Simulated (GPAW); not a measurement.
Al in GPAW: convergence with convergence criteria

Al:

```
Al
1.0
    -1.57590    1.65692    1.65798
     1.47948   -1.59764    1.50228
     1.61445    1.63620   -1.59870
Al
1
Direct
  0.00000 0.00000 0.00000
```

This isn't the form of Al at room conditions, which is fcc.

| Property | Result |
| --- | --- |
| Program | GPAW 26.7.0 |
| Task | convergence study |
| Functional | PBE |
| Potentials or basis | GPAW PAW data sets (gpaw-data 1.2.1) |
| Cutoff | 600 eV |
| Basis | pw |
| k mesh | 7 × 8 × 7 |
| Occupations | fermi-dirac, width 0.05 eV |
| Spin | no spin polarisation |

These are the settings of the first run; the series varies convergence criteria, with any setting tied to it.

Hardware: 1 thread of Arm Neoverse V1, with other jobs on the host.

```
                        convergence criteria  energy less the tightest run, at zero smearing (meV/atom)  SCF cycles  CPU time (s)  peak memory (GiB)
density=0.001 energy=0.01 eigenstates=0.0001                                                       0.00           6           9.2               0.14
                                     default                                                       0.00           7            11               0.14
                  density=1e-05 energy=1e-05                                                       0.00           8            12               0.14
                 density=1e-05 forces=0.0001                                                       0.00           9            13               0.14
density=1e-06 energy=1e-06 eigenstates=1e-10                                                       0.00           9            14               0.14
```

Against the tightest run, the energy stays within 1 meV/atom from density=0.001 energy=0.01 eigenstates=0.0001 on. The tightest run that finished is the yardstick and may itself not be fully converged.

Caveat, for the tightest run too: the k mesh is coarse (spacing up to 0.39 Å⁻¹), so the values aren't converged.
